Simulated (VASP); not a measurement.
# BeSe (F-43m) in VASP: single point with r2SCAN

Aim: the single point of BeSe with r2SCAN.

Everything below comes from runs of VASP 6.6.1. Logs are shortened: lines on timing, memory, paths and dates and some standing lists are left out, and cuts for length are marked.

## (1) The crystal as given

Symmetry: F-43m, No. 216, cubic system. Conventional cell: a = 5.097 Å, b = 5.097 Å, c = 5.097 Å, α = 90.00°, β = 90.00°, γ = 90.00°. Around Be (site symmetry -43m) lie 4 Se at 2.21 Å. Se (site symmetry -43m) has 4 Be at 2.21 Å as nearest neighbours.

## (2) Single point, r2SCAN

Contents of POSCAR:

```
BeSe
1.0
    0.0000000000      2.5483880000      2.5483880000
    2.5483880000      0.0000000000      2.5483880000
    2.5483880000      2.5483880000      0.0000000000
Be Se
1 1
Direct
    0.0000000000      0.0000000000      0.0000000000
    0.2500000000      0.2500000000      0.2500000000
```

Contents of INCAR.step1:

```
SYSTEM = BeSe
PREC = Accurate ; ENCUT = 520
ISMEAR = -1 ; SIGMA = 0.1
LREAL = .FALSE. ; LASPH = .TRUE.
NELM = 60 ; NBANDS = 11
GGA = PE ; ALGO = Normal
EDIFF = 1E-4 ; LWAVE = .TRUE.
LCHARG = .FALSE.
```

Contents of INCAR.step2:

```
SYSTEM = BeSe
PREC = Accurate ; ENCUT = 520
EDIFF = 1E-6 ; ISMEAR = -1
SIGMA = 0.1 ; LREAL = .FALSE.
LASPH = .TRUE. ; NELM = 60
ALGO = Normal ; ISIF = 2
LWAVE = .FALSE. ; LCHARG = .FALSE.
METAGGA = R2SCAN ; LMIXTAU = .TRUE.
NBANDS = 11 ; ISTART = 1
```

Contents of KPOINTS:

```
regular mesh
0
G
  9 9 9
  0 0 0
```

Potentials or basis: VASP PAW PBE potentials, release 64 (Be, Se).

Launch:

```
cat potpaw_PBE.64/Be/POTCAR potpaw_PBE.64/Se/POTCAR > POTCAR
cp INCAR.step1 INCAR
mpirun -np 1 vasp_std > vasp.out
cp INCAR.step2 INCAR
mpirun -np 1 vasp_std > vasp.out
```

OUTCAR:

```text
SYSTEM = BeSe
   PREC = Accurate
   ENCUT = 520
   EDIFF = 1E-6
   ISMEAR = -1
   LREAL = .FALSE.
   LASPH = .TRUE.
   NELM = 60
   ISIF = 2
   METAGGA = R2SCAN
   ISTART = 1

 ion  position               nearest neighbor table
   1  0.000  0.000  0.000-   2 2.21   2 2.21   2 2.21   2 2.21
   2  0.250  0.250  0.250-   1 2.21   1 2.21   1 2.21   1 2.21

  LATTYP: Found a face centered cubic cell.
 ALAT       =     5.0967760000

  Lattice vectors:

 A1 = (   0.0000000000,   2.5483880000,   2.5483880000)
 A2 = (   2.5483880000,   0.0000000000,   2.5483880000)
 A3 = (   2.5483880000,   2.5483880000,   0.0000000000)

Analysis of symmetry for initial positions (statically):
=====================================================================
 Subroutine PRICEL returns:
 Original cell was already a primitive cell.

 Routine SETGRP: Setting up the symmetry group for a
 face centered cubic supercell.

 Subroutine GETGRP returns: Found 24 space group operations
 (whereof 24 operations were pure point group operations)
 out of a pool of 48 trial point group operations.

The static configuration has the point symmetry T_d .

Analysis of symmetry for dynamics (positions and initial velocities):
=====================================================================
 Subroutine PRICEL returns:
 Original cell was already a primitive cell.

 Routine SETGRP: Setting up the symmetry group for a
 face centered cubic supercell.

 Subroutine GETGRP returns: Found 24 space group operations
 (whereof 24 operations were pure point group operations)
 out of a pool of 48 trial point group operations.

The dynamic configuration has the point symmetry T_d .

 Subroutine INISYM returns: Found 24 space group operations
 (whereof 24 operations are pure point group operations),
 and found     1 'primitive' translations

----------------------------------------------------------------------------------------

                                     Primitive cell

  volume of cell :      33.0999

  direct lattice vectors                    reciprocal lattice vectors
     0.000000000  2.548388000  2.548388000    -0.196202462  0.196202462  0.196202462
     2.548388000  0.000000000  2.548388000     0.196202462 -0.196202462  0.196202462
     2.548388000  2.548388000  0.000000000     0.196202462  0.196202462 -0.196202462

  length of vectors
     3.603964872  3.603964872  3.603964872     0.339832633  0.339832633  0.339832633

  position of ions in fractional coordinates (direct lattice)
     0.000000000  0.000000000  0.000000000
     0.250000000  0.250000000  0.250000000

  ion indices of the primitive-cell ions
   primitive index   ion index
                 1           1
                 2           2

----------------------------------------------------------------------------------------

 KPOINTS: regular mesh

Automatic generation of k-mesh.
 Grid dimensions read from file:
 generate k-points for:    9    9    9

 Generating k-lattice:

  Cartesian coordinates                     Fractional coordinates (reciprocal lattice)
    -0.021800274  0.021800274  0.021800274     0.111111111  0.000000000  0.000000000
     0.021800274 -0.021800274  0.021800274     0.000000000  0.111111111  0.000000000
     0.021800274  0.021800274 -0.021800274     0.000000000  0.000000000  0.111111111

  Length of vectors
     0.037759181  0.037759181  0.037759181

  Shift w.r.t. Gamma in fractional coordinates (k-lattice)
     0.000000000  0.000000000  0.000000000

 Subroutine IBZKPT returns following result:
 ===========================================

 Found     35 irreducible k-points:

 Following reciprocal coordinates:
            Coordinates               Weight
  0.000000  0.000000  0.000000      1.000000
  0.111111  0.000000  0.000000      8.000000
  0.222222  0.000000  0.000000      8.000000
  0.333333  0.000000  0.000000      8.000000
  0.444444  0.000000  0.000000      8.000000
  0.111111  0.111111  0.000000      6.000000
[... 16 lines left out ...]
 -0.333333  0.333333  0.000000     12.000000
  0.444444  0.444444  0.000000      6.000000
 [... further k-points ...]
   k-points           NKPTS =     35   k-points in BZ     NKDIM =     35   number of bands    NBANDS=     11
   number of dos      NEDOS =    301   number of ions     NIONS =      2
   total plane-waves  NPLWV =  21952
   dimension x,y,z NGX =    28 NGY =   28 NGZ =   28
   dimension x,y,z NGXF=    56 NGYF=   56 NGZF=   56
   ions per type =               1   1
   NGX,Y,Z   is equivalent  to a cutoff of  12.92, 12.92, 12.92 a.u.
   NGXF,Y,Z  is equivalent  to a cutoff of  25.83, 25.83, 25.83 a.u.
 SYSTEM =  BeSe
   PREC   = accura    normal or accurate (medium, high low for compatibility)
   ISTART =      1    job   : 0-new  1-cont  2-samecut
   ICHARG =      0    charge: 1-file 2-atom 10-const
   ISPIN  =      1    spin polarized calculation?
   LNONCOLLINEAR =      F non collinear calculations
   LSORBIT =      F    spin-orbit coupling
   LASPH  =      T    aspherical Exc in radial PAW
   ENCUT  =  520.0 eV  38.22 Ry    6.18 a.u.   6.70  6.70  6.70*2*pi/ulx,y,z
   NELM   =     60;   NELMIN=  2; NELMDL=  0     # of ELM steps
   EDIFF  = 0.1E-05   stopping-criterion for ELM
   LREAL  =      F    real-space projection
   EDIFFG = 0.1E-04   stopping-criterion for IOM
   NSW    =      0    number of steps for IOM
   IBRION =     -1    ionic relax: 0-MD 1-quasi-New 2-CG
   NFREE  =      0    steps in history (QN), initial steepest desc. (CG)
   ISIF   =      2    stress and relaxation
   ISYM   =      2    0-nonsym 1-usesym 2-fastsym
   POTIM  = 0.5000    time-step for ionic-motion
   TEBEG  =    0.0;   TEEND  =   0.0 temperature during run
   PSTRESS=    0.0 pullay stress
   NELECT =       8.0000    total number of electrons
   NUPDOWN=      -1.0000    fix difference up-down
   EMIN   =  10.00;   EMAX   =-10.00  energy-range for DOS
   EFERMI =   0.00;   METHOD = LEGACY
   ISMEAR =    -1;   SIGMA  =   0.10  broadening in eV -4-tet -1-fermi 0-gaus
   EFERMI_NEDOS =   21; number of points for ismear=-14 and -15
   IALGO  =     38    algorithm
   IMIX   =      4    mixing-type and parameters
     AMIX     =   0.40;   BMIX     =  1.00
     AMIX_MAG =   1.60;   BMIX_MAG =  1.00
  volume/ion in A,a.u.               =      16.55       111.68
  Fermi-wavevector in a.u.,A,eV,Ry     =   1.019755  1.927058 14.148709  1.039901
  Thomas-Fermi vector in A             =   2.153287
   LORBIT       =      0    0 simple, 1 ext, 2 COOP (PROOUT), +10 PAW based schemes
   METAGGA = R2SCAN    functional components
   LHFCALC =     F    Hartree Fock is set to
   AEXX    =    0.0000 exact exchange contribution
   IVDW    =     0    specifies the selected vdW correction
   LEPSILON=     F    determine dielectric tensor
   LRPA    =     F    only Hartree local field effects (RPA)
 non-spin polarized calculation
  energy-cutoff  :      520.00
  volume of cell :       33.10
 maximum number of plane-waves:       907
   NGX = 13   NGY = 13   NGZ = 13

 number of electron       8.0000001 magnetization

 Free energy of the ion-electron system (eV)
  ---------------------------------------------------
  ext. energy  EPLUGINS =         0.00000000
  ---------------------------------------------------
  free energy    TOTEN  =       -20.51362961 eV

  energy without entropy =      -20.51362959  energy(sigma->0) =      -20.51362960

 E-fermi :   4.9525     XC(G=0):  -9.9727

 val. band max:        3.3834178895   @ k =   0.0000   0.0000   0.0000
 cond. band min:       6.5074876853   @ k =   0.4444   0.4444   0.0000
 fundamental gap:      3.1240697958
 Fermi energy:         4.9525394510

 k-point     1 :       0.0000    0.0000    0.0000
  band No.  band energies     occupation
      1     -11.1403      2.00000
      2       3.3834      2.00000
      3       3.3834      2.00000
      4       3.3834      2.00000
      5       8.7311      0.00000
      6       8.9631      0.00000
      7       8.9631      0.00000
      8       8.9631      0.00000
      9      16.5366      0.00000
     10      16.6076      0.00000
     11      16.6076      0.00000

 k-point     2 :       0.1111    0.0000    0.0000
  band No.  band energies     occupation
      1     -11.0068      2.00000
      2       2.2726      2.00000
      3       3.2041      2.00000
      4       3.2041      2.00000
      5       8.7316      0.00000
      6       9.2684      0.00000
      7       9.2684      0.00000
      8      10.0993      0.00000
      9      15.7966      0.00000
     10      15.7966      0.00000
     11      16.6871      0.00000

 k-point     3 :       0.2222    0.0000    0.0000
  band No.  band energies     occupation
      1     -10.6334      2.00000
      2       0.3020      2.00000
      3       2.8215      2.00000
      4       2.8215      2.00000
      5       8.6244      0.00000
      6       9.8189      0.00000
      7       9.8189      0.00000
      8      12.1930      0.00000
      9      15.2996      0.00000
     10      15.2996      0.00000
     11      16.5629      0.00000

 k-point     4 :       0.3333    0.0000    0.0000
  band No.  band energies     occupation
      1     -10.1235      2.00000
      2      -1.4559      2.00000
      3       2.4683      2.00000
      4       2.4683      2.00000
      5       8.5105      0.00000
      6      10.0164      0.00000
      7      10.0164      0.00000
      8      13.8028      0.00000
      9      16.1489      0.00000
     10      16.1489      0.00000
     11      16.6143      0.00000
[... 239 lines left out ...]
 k-point    22 :      -0.4444    0.3333    0.0000
  band No.  band energies     occupation
      1      -9.2010      2.00000
      2      -1.6875      2.00000
      3      -0.4798      2.00000
      4       0.9827      2.00000
      5       7.5353      0.00000
      6      10.3484      0.00000
      7      14.0278      0.00000
      8      14.1013      0.00000
      9      16.5667      0.00000
     10      18.0242      0.00000
     11      20.5125      0.00000

 k-point    23 :      -0.3333    0.3333    0.0000
  band No.  band energies     occupation
      1      -9.2487      2.00000
      2      -1.5036      2.00000
      3      -0.9505      2.00000
      4       1.3624      2.00000
      5       8.0666      0.00000
      6      12.6349      0.00000
      7      13.0140      0.00000
      8      13.8243      0.00000
      9      14.1890      0.00000
     10      16.0604      0.00000
     11      21.2757      0.00000

 k-point    24 :       0.4444    0.4444    0.0000
  band No.  band energies     occupation
      1      -9.2200      2.00000
      2      -1.8618      2.00000
      3       0.6153      2.00000
      4       0.6153      2.00000
      5       6.5075      0.00000
      6       8.1152      0.00000
      7      15.9518      0.00000
      8      15.9518      0.00000
      9      18.7575      0.00000
     10      20.0320      0.00000
     11      20.6155      0.00000

 [... further k-points ...]

------------------------ aborting loop because EDIFF is reached ----------------------------------------

  FORCE on cell =-STRESS in cart. coord.  units (eV):
  Direction    XX          YY          ZZ          XY          YZ          ZX
  --------------------------------------------------------------------------------------
  -------------------------------------------------------------------------------------
  Total        0.7419924      0.7419924      0.7419924     -0.0000000      0.0000000      0.0000000
  in kB       35.9156205     35.9156205     35.9156205     -0.0000000      0.0000000      0.0000000
  external PRESSURE =      35.9156205 kB  Pullay stress =       0.0000000 kB

 VOLUME and BASIS-vectors are now :
 -----------------------------------------------------------------------------
  energy-cutoff  :      520.00
  volume of cell :       33.10
      direct lattice vectors                 reciprocal lattice vectors
     0.000000000  2.548388000  2.548388000    -0.196202462  0.196202462  0.196202462
     2.548388000  0.000000000  2.548388000     0.196202462 -0.196202462  0.196202462
     2.548388000  2.548388000  0.000000000     0.196202462  0.196202462 -0.196202462

 POSITION                                       TOTAL-FORCE (eV/Angst)
 -----------------------------------------------------------------------------------
      0.00000      0.00000      0.00000         0.000000      0.000000      0.000000
      1.27419      1.27419      1.27419        -0.000000     -0.000000     -0.000000
 -----------------------------------------------------------------------------------
    total drift:                                0.000000      0.000000      0.000000

  FREE ENERGIE OF THE ION-ELECTRON SYSTEM (eV)
  ---------------------------------------------------
  free  energy   TOTEN  =       -20.5136296058 eV

  energy  without entropy=      -20.5136295948  energy(sigma->0) =      -20.51362960
```

Wall time 58 s (1 thread of Intel Xeon Platinum 8259CL at 2.50GHz (Skylake/Cascade Lake), shared host); peak memory 0.16 GiB.

What came out:

* Free energy: -20.5136 eV
* Pressure: 3.6 GPa
* Band gap on the k mesh: 3.12 eV, indirect (least direct gap 5.35 eV)

Caveat: the PAW data sets were made with another functional, which shifts forces and pressure a little; an odd mesh through Γ misses points on the zone boundary, where band edges often lie.
